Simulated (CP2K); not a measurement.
**Ti under changes of volume**

One of the cells (16.731 Å³/atom); the others are scaled copies at fixed shape and fractional positions:

```
Ti
1.0
     2.87085    0.00000    0.00000
     1.43543    2.48623    0.00000
     1.43543    0.82874    2.34404
Ti
1
Direct
  0.00000 0.00000 0.00000
```

This isn't the form of Ti at room conditions, which is hcp.

* Program: CP2K 2026.2
* Functional: PBE
* Potentials or basis: POTENTIAL_UZH Ti GTH-PBE-q12; TZVP-MOLOPT-PBE-GTH basis
* Density cutoff: 6123 eV
* k mesh: 11 × 11 × 11
* Occupations: fermi-dirac, width 0.05 eV
* Spin: no spin polarisation

```csv
volume (Å³/atom),energy over the lowest point (meV/atom),pressure (GPa)
15.727,58.11,12.6
16.062,35.05,9.6
16.396,18.42,6.8
16.731,7.37,4.2
17.065,1.38,1.9
17.400,0.00,-0.2
17.735,?,?
```

**Question.** What does the run at 17.735 Å³/atom give?

**Answer.** Energy over the lowest point 2.83 meV/atom; pressure -2.1 GPa.

Worked out: A Birch-Murnaghan fit of order 3 (a polynomial in V^(-2/3)) to the other rows has its minimum at 17.34 Å³/atom with B0 = V·E''(V) = 103 GPa and B' = 4.6. It gives 2.68 meV/atom at 17.735 Å³/atom, against the run's 2.83, and -dE/dV = -2.2 GPa, against -2.1.

Energies are extrapolated to zero smearing.

Caveats: the basis of atomic orbitals isn't converged, which shifts pressures, moduli and gaps.
